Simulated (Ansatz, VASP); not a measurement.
# One calculation of SrO, two programs

Contents of POSCAR:

```
SrO
1.0
    3.6539172089      0.0000000000      0.0000000000
   -1.8269586045      3.1643851263      0.0000000000
    0.0000000000      0.0000000000      6.3933780287
Sr O
2 2
Direct
    0.3333333300      0.6666666700      0.2500000000
    0.6666666700      0.3333333300      0.7500000000
    0.0000000000      0.0000000000      0.0000000000
    0.0000000000      0.0000000000      0.5000000000
```

Contents of INCAR.step1:

```
SYSTEM = SrO
  PREC = Accurate
  ENCUT = 520
  ISMEAR = 0
  SIGMA = 0.02
  LREAL = .False.
  LASPH = .True.
  NELM = 100
  NBANDS = 24
  GGA = PE
  ALGO = Normal
  EDIFF = 1E-4
  LWAVE = .True.
  LCHARG = .False.
```

INCAR.step2

```
SYSTEM = SrO
  PREC = Accurate
  ENCUT = 520
  EDIFF = 1E-6
  ISMEAR = 0
  SIGMA = 0.02
  LREAL = .False.
  LASPH = .True.
  NELM = 100
  ALGO = Normal
  ISIF = 2
  LWAVE = .False.
  LCHARG = .True.
  METAGGA = R2SCAN
  LMIXTAU = .True.
  LELF = .True.
  LVHAR = .True.
  NBANDS = 24
  ISTART = 1
```

Contents of KPOINTS:

```
Automatic mesh
0
Gamma
  9 9 6
  0 0 0
```

Input for Ansatz:

```yaml
crystal:
  lattice:
    - [3.6539172089, 0.0, 0.0]
    - [-1.8269586045, 3.1643851263, 0.0]
    - [0.0, 0.0, 6.3933780287]
  atoms:
    - { symbol: Sr, position: [0.33333333, 0.66666667, 0.25] }
    - { symbol: Sr, position: [0.66666667, 0.33333333, 0.75] }
    - { symbol: O, position: [0.0, 0.0, 0.0] }
    - { symbol: O, position: [0.0, 0.0, 0.5] }
basis:
  ecutwfc: 500
kpoints:
  mp_grid: { grid: [9, 9, 6] }
hamiltonian:
  xc: r2scan
scf:
  occupations: { method: gaussian, width: 0.02 }
output:
  forces: true
  stress: true
  eigenvalues: true
  populations: true
```

Alike in both runs: task single point; functional r2SCAN; k mesh 9 × 9 × 6; occupations gaussian, width 0.02 eV; no spin polarisation.

```csv
,VASP,Ansatz
version,VASP 6.6.1,Ansatz 0.2.0
potentials or method,"VASP PAW PBE potentials, release 64 (Sr_sv, O)","scalar-relativistic, plane waves, PAW"
plane-wave cutoff (eV),520,500
valence electrons in the cell,32,32
```

VASP gave:

* gap on the k mesh at the Fermi level (eV): 3.19
* least direct gap on the mesh (eV): 3.19
* pressure (GPa): -6.3
* largest component of the traceless stress (GPa): 0.74

Q: What did Ansatz give for the same quantities?

A: gap on the k mesh at the Fermi level (eV): 3.17; least direct gap on the mesh (eV): 3.17; pressure (GPa): -6.6; largest component of the traceless stress (GPa): 0.73.

The functional is the same, so the differences come from potentials, cutoffs and numerics.

Caveats: the PAW data sets were made with another functional, which shifts forces and pressure a little (VASP); an odd mesh through Γ misses points on the zone boundary, where band edges often lie.
